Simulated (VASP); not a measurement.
Crystal: Sn.

```
Sn
1.0
     0.00000    2.44834    2.60978
     2.08614    0.00000    2.60978
     2.08614    2.44834    0.00000
Sn
1
Direct
  0.00000 0.00000 0.00000
```

The cell was built by a generator and needn't be a form met in nature.

```yaml
Program: VASP 6.6.1
Task: relaxation of cell and atoms
Functional: r2SCAN
Potentials_or_basis: VASP PAW PBE potentials, release 64 (Sn_d)
Cutoff: 600 eV
k_mesh: 6 × 6 × 6
Occupations: gaussian, width 0.1 eV
Spin: no spin polarisation
```

At the start: pressure 1.5 GPa; volume 26.66 Å³/atom.

Question: How do energy, volume and symmetry change on relaxing?

Answer: Over 26 steps the energy falls by 45.2 meV/atom and the volume is 26.96 Å³/atom (+1.1 %); space group I4/mmm (No. 139, to 0.05 Å).

The path:
| step | energy change (eV) | largest force (eV/Å) | pressure (GPa) | volume (Å³) |
| --- | --- | --- | --- | --- |
| 1 | 0.0000 | 0.0000 | 1.45 | 26.66 |
| 2 | -0.0240 | 0.0000 | -0.99 | 27.58 |
| 3 | -0.0248 | 0.0000 | -1.51 | 27.83 |
| 4 | -0.0249 | 0.0000 | -1.36 | 27.77 |
| 5 | -0.0301 | 0.0000 | -0.25 | 27.04 |
| 6 | -0.0301 | 0.0000 | -0.39 | 27.11 |
| 7 | -0.0316 | 0.0000 | 0.19 | 26.82 |
| 8 | -0.0318 | 0.0000 | 0.52 | 26.66 |
| 9 | -0.0328 | 0.0000 | 0.58 | 26.67 |
| 10 | -0.0352 | 0.0000 | 0.55 | 26.67 |
| 11 | -0.0364 | 0.0000 | 0.01 | 26.93 |
| 12 | -0.0378 | 0.0000 | -0.56 | 27.29 |
| 13 | -0.0370 | 0.0000 | -1.88 | 28.01 |
| 14 | -0.0386 | 0.0000 | -0.97 | 27.52 |
| 15 | -0.0387 | 0.0000 | -1.26 | 27.67 |
| 16 | -0.0387 | 0.0000 | -1.13 | 27.61 |
| 17 | -0.0390 | 0.0000 | -1.23 | 27.65 |
| 18 | -0.0393 | 0.0000 | -1.45 | 27.76 |
| 19 | -0.0398 | 0.0000 | -1.37 | 27.72 |
| 20 | -0.0412 | 0.0000 | -1.19 | 27.61 |
| 21 | -0.0432 | 0.0000 | -0.79 | 27.38 |
| 22 | -0.0449 | 0.0000 | 0.10 | 26.93 |
| 23 | -0.0450 | 0.0000 | 0.10 | 26.93 |
| 24 | -0.0452 | 0.0000 | 0.08 | 26.95 |
| 25 | -0.0452 | 0.0000 | 0.02 | 26.97 |
| 26 | -0.0452 | 0.0000 | 0.04 | 26.96 |

Final structure:
```yaml
crystal:
  lattice:
    - [0.00000, 2.63248, 2.65614]
    - [1.92787, 0.00000, 2.65614]
    - [1.92787, 2.63248, 0.00000]
  atoms:
    - { symbol: Sn, position: [0.00000, 0.00000, 0.00000] }
```

Caveat: the k mesh is coarse (spacing up to 0.39 Å⁻¹), so the values aren't converged; the PAW data sets were made with another functional, which shifts forces and pressure a little.
